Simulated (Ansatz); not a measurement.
# LiCl: energy along a strain

LiCl, Fm-3m, a = 5.130 Å (as given, not relaxed at this level: -1.2 GPa). Ansatz: PBEsol, PAW, 420 eV, Γ-centred 8×8×8 mesh on 2 atoms, Gaussian smearing 0.05 eV; no spin polarisation. Cell vectors (Å): 0.000 2.565 2.565; 2.565 0.000 2.565; 2.565 2.565 0.000. The cell is strained by x per cent times the pattern (1 1 0 0 0 0) in the order xx yy zz yz xz xy (engineering shears), with fractional coordinates held. y is the free energy over the start, V0 = 16.871 Å³/atom.

| x (%) | y (meV/atom) |
| --- | --- |
| -4.00 | ? |
| -3.00 | -0.18 |
| -2.00 | -1.96 |
| -1.00 | -1.83 |
| 0.00 | 0.00 |
| 1.00 | 3.33 |
| 2.00 | 7.99 |
| 3.00 | 13.83 |
| 3.50 | 17.14 |
| 4.00 | 20.69 |

**Question.** Fit y = c1 x + c2 x² + c3 x³ to the other rows, get the stiffness along the pattern, and predict the missing energy.

**Answer.** Least squares on the rows shown. y = 2.5998 x + 0.75817 x² − 0.028943 x³. The clamped-ion stiffness p·C·p = 2 × 7.582 eV × 160.2 / 16.871 Å³ = 144 GPa (second derivative at the start, which stands under stress). At x = -4.00 the fit asked for gives 3.58 meV/atom. The run gave 3.73 meV/atom, so the fit is 0.15 meV/atom too low, a small miss on the scale of the series.